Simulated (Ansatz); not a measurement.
## Elastic constants of Os: input and output

All numbers below come from DFT PBE, scalar-relativistic, plane waves, PAW in Ansatz 0.2.0.

Launched with:
```bash
ansatz run input.yaml --threads 1 --pin off --max-ram 3072MiB --backend cpu --events-out ev --progress --plain --runs-dir out
```

Input (bare energies are in eV):
```yaml
crystal:
  lattice:
    - [2.7545064403, 0.0, 0.0]
    - [-1.3772532202, 2.3854725522, 0.0]
    - [0.0, 0.0, 4.3494168975]
  atoms:
    - { symbol: Os, position: [0.3333333333, 0.6666666667, 0.25] }
    - { symbol: Os, position: [0.6666666667, 0.3333333333, 0.75] }
basis:
  ecutwfc: 420
kpoints:
  mp_grid: { grid: [18, 18, 10] }
hamiltonian:
  xc: pbe
scf:
  occupations: { method: fermi_dirac, width: 0.15 }
output:
  forces: true
  stress: true
  eigenvalues: true
elastic:
  mode: relaxed_ion
  amplitude: 0.005
```

From the output:
```
--- Elastic constants: 3 strain directions × 4 members + reference (group order 24) ---
  dense FFT box of the reference and of every strained cell: 20×20×30
  strains applied: 11, 33, 23; error gains: componentwise 1.00 (the most a stress slope's error grows in a printed constant), spectral 1.41 (1 for all six strains in a standard setting)
  C = ∂σ_k/∂η_j (tension-positive GPa; Voigt order 11 22 33 23 13 12):
       726.810    216.478    216.907      0.000      0.000     -0.000
       216.478    726.810    216.907      0.000      0.000     -0.000
       216.950    216.950    809.489      0.000      0.000      0.000
         0.000      0.000      0.000    251.466      0.000      0.000
         0.000      0.000      0.000      0.000    251.466      0.000
         0.000     -0.000     -0.000      0.000      0.000    255.166
  reference stress σ⁰ (GPa):      0.006      0.006      0.009     -0.000     -0.000      0.000
  C* (energy form; C + prestress term) asymmetry max|C*_kj − C*_jk| = 4.582e-2 GPa — a small one proves nothing (zero by symmetry where the batch's group is 432, −43m or m−3m); a large one is finite-difference/SCF noise where every solve ...
  moduli (Voigt/Reuss/Hill, GPa): K = 395.98/395.07/395.52   G = 259.14/258.53/258.83   E = 637.45   ν = 0.231
  mechanically stable: yes (min eigenvalue of sym C = 251.47 GPa)
  harmonic check of the ions' relaxations: strain 23: 1 pair too noisy to judge
  the stresses are not corrected for the forces that the relaxations left standing (`elastic.f_tol`)
  strain η (Voigt 11):  stress-route row diagonal C_11 = 726.81 GPa, energy-path curvature d²(F+E_count+ΔE)/dδ²/Ω₀ = 726.85 GPa
    cells at ±δ against ±2δ: C11 727.01 and 727.61 GPa, apart by 0.08 % of the column's largest entry
         δ    σ_11 (GPa) F (eV) n_scf n_hpsi n_pw
    -1.000e-2      -7.6278      -22769.1344951      10  194029    569   relax 3 steps, max|allowed force component| 4.93e-5 eV/Å
    -5.000e-3      -3.7182      -22769.1395413      11  205641    573   relax 2 steps, max|allowed force component| 4.82e-5 eV/Å
     5.000e-3       3.5519      -22769.1395852      11  205569    577   relax 3 steps, max|allowed force component| 5.65e-8 eV/Å
     1.000e-2       6.9245      -22769.1349002      11  205483    578   relax 3 steps, max|allowed force component| 1.29e-7 eV/Å
  strain η (Voigt 33):  stress-route row diagonal C_33 = 809.49 GPa, energy-path curvature d²(F+E_count+ΔE)/dδ²/Ω₀ = 809.56 GPa
    cells at ±δ against ±2δ: C33 809.62 and 810.00 GPa, apart by 0.05 % of the column's largest entry
         δ    σ_33 (GPa) F (eV) n_scf n_hpsi n_pw
    -1.000e-2      -8.3989      -22769.1337942       7   76822    568   relax 0 steps, max|allowed force component| 2.78e-17 eV/Å
    -5.000e-3      -4.1162      -22769.1393630       4   61164    573   relax 0 steps, max|allowed force component| 1.39e-16 eV/Å
     5.000e-3       3.9800      -22769.1393914       4   65494    576   relax 0 steps, max|allowed force component| 1.20e-16 eV/Å
     1.000e-2       7.8010      -22769.1341302       6   65036    578   relax 0 steps, max|allowed force component| 1.20e-16 eV/Å
  strain η (Voigt 23):  stress-route row diagonal C_44 = 251.47 GPa, energy-path curvature d²(F+E_count+ΔE)/dδ²/Ω₀ = 251.44 GPa
    cells at ±δ against ±2δ: C44 251.40 and 251.21 GPa, apart by 0.08 % of the column's largest entry
         δ    σ_23 (GPa) F (eV) n_scf n_hpsi n_pw
    -1.000e-2      -2.5121      -22769.1389427      12  344065    574   relax 3 steps, max|allowed force component| 2.65e-5 eV/Å
    -5.000e-3      -1.2570      -22769.1406233      11  325870    574   relax 2 steps, max|allowed force component| 1.64e-5 eV/Å
     5.000e-3       1.2570      -22769.1406233      11  325945    574   relax 3 steps, max|allowed force component| 3.62e-6 eV/Å
     1.000e-2       2.5121      -22769.1389427      12  344108    574   relax 3 steps, max|allowed force component| 2.65e-5 eV/Å
```

It took 9 min on 1 thread of Intel(R) Xeon(R) Platinum 8375C CPU @ 2.90GHz (Ice Lake), with other jobs on the host, peak memory 0.75 GiB.

In a metal, frequencies and elastic constants depend on the k mesh and the smearing, soft modes and shear constants most. Spin–orbit coupling is left out, which can shift energies with elements as heavy as these.